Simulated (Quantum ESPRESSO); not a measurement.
# KI (Fm-3m): the LO frequency by hand

Aim: work out the LO frequency and the static dielectric constant of KI (Fm-3m) from one linear-response run, then check them.

Main program and level: Quantum ESPRESSO 7.5; DFT LDA, scalar-relativistic, plane waves, PseudoDojo norm-conserving pseudopotentials.

## (1) The relaxed structure

It takes space group Fm-3m (No. 225, cubic). The conventional cell has a = 6.817 Å, b = 6.817 Å, c = 6.817 Å, α = 90.00°, β = 90.00°, γ = 90.00°. Nearest to K lie 6 I at 3.41 Å. Nearest to I lie 6 K at 3.41 Å. Farther neighbours and most contacts between anions are not listed.

This is the cell after its relaxation at this level of theory, not the database cell from which that began.

## (2) What the response run gave

A linear-response run on the relaxed cell, with the response to an electric field; only its zone-centre results are used. Cutoff 72 Ry, k mesh 6×6×6.

The log of the run:

```text
[banners, grids, parts of the stress and lines that vanish by symmetry left out]
Program PHONON v.7.5
     Reading xml data from directory:

[...]
Exchange-correlation= PW
                           (   1   4   0   0   0   0   0)
[...]
kinetic-energy cut-off    =      72.0000  Ry
     charge density cut-off    =     288.0000  Ry
     convergence threshold     =      1.0E-18
[...]
Exchange-correlation= PW
                           (   1   4   0   0   0   0   0)
[...]
q = (   0.0000000   0.0000000   0.0000000 )
     49 Sym.Ops. (with q -> -q+G )
     G cutoff =  605.3318  (  44039 G-vectors)     FFT grid: ( 50, 50, 50)
     number of k points=    16
[...]
Mode symmetry, O_h (m-3m)  point group:
[...]
Dielectric constant
[...]
End of electric fields calculation
          Dielectric constant in cartesian axis
          (       3.133808280       0.000000000      -0.000000000 )
          (       0.000000000       3.133808280      -0.000000000 )
          (      -0.000000000      -0.000000000       3.133808280 )
          Effective charges (d Force / dE) in cartesian axis without acoustic sum rule applied (asr)
           atom    1  K     Mean Z*:        1.10579
      Ex  (        1.10579        0.00000        0.00000 )
      Ey  (        0.00000        1.10579       -0.00000 )
      Ez  (       -0.00000        0.00000        1.10579 )
           atom    2  I     Mean Z*:       -1.10982
      Ex  (       -1.10982        0.00000        0.00000 )
      Ey  (        0.00000       -1.10982        0.00000 )
      Ez  (        0.00000        0.00000       -1.10982 )
          Effective charges Sum: Mean:       -0.00403
[...]
Effective charges (d Force / dE) in cartesian axis with asr applied:
           atom    1  K     Mean Z*:        1.10780
[...]
atom    2  I     Mean Z*:       -1.10780
[...]
Representation #   1 modes #   1   2   3
[...]
End of self-consistent calculation
     Convergence has been achieved
     Representation #   2 modes #   4   5   6
[...]
End of self-consistent calculation
     Convergence has been achieved
[...]
Dielectric constant in cartesian axis
          (       3.133808280       0.000000000      -0.000000000 )
          (       0.000000000       3.133808280      -0.000000000 )
          (      -0.000000000      -0.000000000       3.133808280 )
          Effective charges (d Force / dE) in cartesian axis without acoustic sum rule applied (asr)
           atom    1  K     Mean Z*:        1.10579
      Ex  (        1.10579        0.00000        0.00000 )
      Ey  (        0.00000        1.10579       -0.00000 )
      Ez  (       -0.00000        0.00000        1.10579 )
           atom    2  I     Mean Z*:       -1.10982
      Ex  (       -1.10982        0.00000        0.00000 )
      Ey  (        0.00000       -1.10982        0.00000 )
      Ez  (        0.00000        0.00000       -1.10982 )
          Effective charges Sum: Mean:       -0.00403
[...]
Effective charges (d Force / dE) in cartesian axis with asr applied:
           atom    1  K     Mean Z*:        1.10780
[...]
atom    2  I     Mean Z*:       -1.10780
[...]
q = (    0.000000000   0.000000000   0.000000000 )
[...]
freq (    1) =       0.020157 [THz] =       0.672357 [cm-1]
     freq (    2) =       0.020157 [THz] =       0.672357 [cm-1]
     freq (    3) =       0.020157 [THz] =       0.672357 [cm-1]
     freq (    4) =       3.441371 [THz] =     114.791782 [cm-1]
     freq (    5) =       3.441371 [THz] =     114.791782 [cm-1]
     freq (    6) =       3.441371 [THz] =     114.791782 [cm-1]
[...]
Mode symmetry, O_h (m-3m)  point group:
     freq (   1-   3) =          0.7  [cm-1]   --> T_1u G_15  G_4- I
     freq (   4-   6) =        114.8  [cm-1]   --> T_1u G_15  G_4- I

   JOB DONE.
```

```tsv
quantity	value
cell volume Ω (Å³)	79.201
mass of K (u)	39.098
mass of I (u)	126.904
Born charge of K, raw (e)	1.106
Born charge of I, raw (e)	-1.110
ε∞	3.134
ω(TO) after the sum rule (cm⁻¹)	114.8
```

## (3) The calculation

The charges must sum to zero over the cell; taking off their mean, -0.002 e, leaves Z* = 1.108 e on K. In the polar mode K moves against I, so the reduced mass is μ = 39.10 × 126.90 / 166.00 = 29.890 u.

A longitudinal wave builds up a field that adds to the restoring force: ω(LO)² = ω(TO)² + 4π Z*² / (μ Ω ε∞), in Hartree atomic units. With μ = 54485 electron masses and Ω = 534.47 bohr³ the second term is 1.6899e-07 Ha², or 8140 cm⁻² (1 Ha = 219474.6 cm⁻¹).

So ω(LO) = √(13177 + 8140) = 146.0 cm⁻¹, and by the Lyddane-Sachs-Teller relation ε₀ = ε∞ (ω(LO)/ω(TO))² = 5.07.

## (4) Check against the program

The analysis program adds the same non-analytic term to the full matrix, here for q along (1 0 0).

The log of the run:

```text
[banner, memory and clock lines left out]
Program DYNMAT v.7.5

     Reading Dynamical Matrix from file g.dyn
     ...Force constants read
     ...epsilon and Z* read

     Polarizability (A^3 units)
     multiply by 0.584362 for Clausius-Mossotti correction
        13.448536    0.000000   -0.000000
         0.000000   13.448536   -0.000000
        -0.000000   -0.000000   13.448536

     IR activities are in (D/A)^2/amu units

# mode   [cm-1]    [THz]      IR
    1     -0.00   -0.0000    0.0000
    2     -0.00   -0.0000    0.0000
    3      0.00    0.0000    0.0000
    4    114.79    3.4412    0.9473
    5    114.79    3.4412    0.9473
    6    146.00    4.3769    0.9473
```

ε₀ comes from the program's run without a direction of q.

```tsv
quantity	by hand	program
ω(LO) (cm⁻¹)	146.0	146.0
ε₀	5.07	5.07
```

## (5) Outcome

```
TO mode                    : 114.8 cm⁻¹
LO mode                    : 146 cm⁻¹
static dielectric constant : 5.070
```

**Reading.** The LO mode of KI (Fm-3m) lies at 146 cm⁻¹, 31 cm⁻¹ above the TO mode; the formula meets the program within 0.1 cm⁻¹, as it must for a cubic crystal with one polar mode. ω(LO)² − ω(TO)² goes with Z*²/ε∞: an error of 5 % in ε∞ would move the LO mode by 1.3 cm⁻¹, and semilocal functionals tend to overestimate ε∞. These are harmonic values at zero temperature, at the volume of this functional, for the structure held cubic; stability elsewhere in the zone is no part of this calculation.

[Host names and launcher messages were left out of these logs when they were recorded.]

[Logs are printed without paths, hosts, clocks, repeated set-up lines and the standing remarks that a program may print on its own settings, such as how far it seeks lower states.]

[Hosts, paths, dates, database ids (printed as entryN), source tags and the programs' standing remarks are cut or masked in the printed files.]
